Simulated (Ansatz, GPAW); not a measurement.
## Rh: 3 runs at one level of theory

```
Rh
1.0
     0.00000    1.89785    1.89785
     1.89785    0.00000    1.89785
     1.89785    1.89785    0.00000
Rh
1
Direct
  0.00000 0.00000 0.00000
```

Alike in all runs: task single point; functional PBE; k mesh 12 × 12 × 12; occupations gaussian, width 0.016 eV; no spin polarisation; no spin-orbit coupling. Pressure is positive in compression and, in plane waves, holds the error of the finite cutoff, which Ansatz's Pulay term estimates and takes out.

```csv
program and potentials,plane-wave cutoff (eV),notes,band gap (eV),pressure (GPa)
"Ansatz, Ansatz PAW",420,17 valence electrons an atom on average; Pulay term of +0.12 GPa included,no gap,7.22
"Ansatz, all-electron LAPW, scalar-relativistic",-,-,no gap,7.18
"GPAW, GPAW PAW data sets (gpaw-data 1.2.1)",600,15 valence electrons an atom on average,no gap,9.20
```

None finds a gap. The pressure spans 7.18 (Ansatz, all-electron LAPW, scalar-relativistic) to 9.20 GPa (GPAW, GPAW PAW data sets (gpaw-data 1.2.1)), with all-electron results at 7.18.

Differences between rows come from potentials, basis sets and numerical settings, since the functional is the same but for its coding. Runs on potential files found faulty are left out.
